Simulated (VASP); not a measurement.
Write the native input for VASP 6.6.1 that does the following.

```
Task                   : relaxation of cell and atoms
Functional             : r2SCAN
Potentials or basis    : VASP PAW PBE potentials, release 64 (Zr_sv)
Cutoff                 : 600 eV
k mesh                 : 10 × 10 × 10
Occupations            : methfessel-paxton, width 0.1 eV
Spin                   : no spin polarisation
Further INCAR settings : ALGO = Normal; EDIFF = 1e-07; IBRION = 2; EDIFFG = -0.02; NSW = 60; ISIF = 3
```

The structure of Zr lies in POSCAR:

```
Zr
1.0
   -1.8100000000      1.8100000000      1.8100000000
    1.8100000000     -1.8100000000      1.8100000000
    1.8100000000      1.8100000000     -1.8100000000
Zr
1
Direct
    0.0000000000      0.0000000000      0.0000000000
```

This isn't the form of Zr at room conditions, which is hcp.

One way to write it, as run:

INCAR

```
SYSTEM = Zr
PREC = Accurate
ENCUT = 600
EDIFF = 1E-7
ISMEAR = 1
SIGMA = 0.1
LREAL = .FALSE.
LASPH = .TRUE.
NELM = 100
ALGO = Normal
ISIF = 3
LWAVE = .FALSE.
LCHARG = .FALSE.
METAGGA = R2SCAN
LMIXTAU = .TRUE.
IBRION = 2
NSW = 60
EDIFFG = -0.02
```

KPOINTS

```
Automatic mesh
0
G
  10 10 10
  0 0 0
```

Potentials or basis: VASP PAW PBE potentials, release 64 (Zr_sv).

Launch:

```sh
$ cat potpaw_PBE.64/Zr_sv/POTCAR > POTCAR
$ mpirun -np 1 vasp_std > vasp.out
```

It gave:

```
Relaxed volume                         : 22.98 Å³/atom
Relaxed cell                           : a = 3.102 Å, b = 3.102 Å, c = 3.102 Å, α = 109.47°, β = 109.47°, γ = 109.47°
Space group after relaxing (to 0.05 Å) : Im-3m (No. 229)
Energy gained by relaxing              : 5.9 meV/atom
Ionic steps                            : 3
Pressure after relaxing                : 0.0 GPa
Band gap on the k mesh                 : none (metal or under the smearing width)
```

Caveat: the PAW data sets were made with another functional, which shifts forces and pressure a little.

It took 2.5 min on 1 thread of AMD EPYC 9R45 96-Core Processor (Zen 5), on a shared host, peak memory 0.15 GiB.
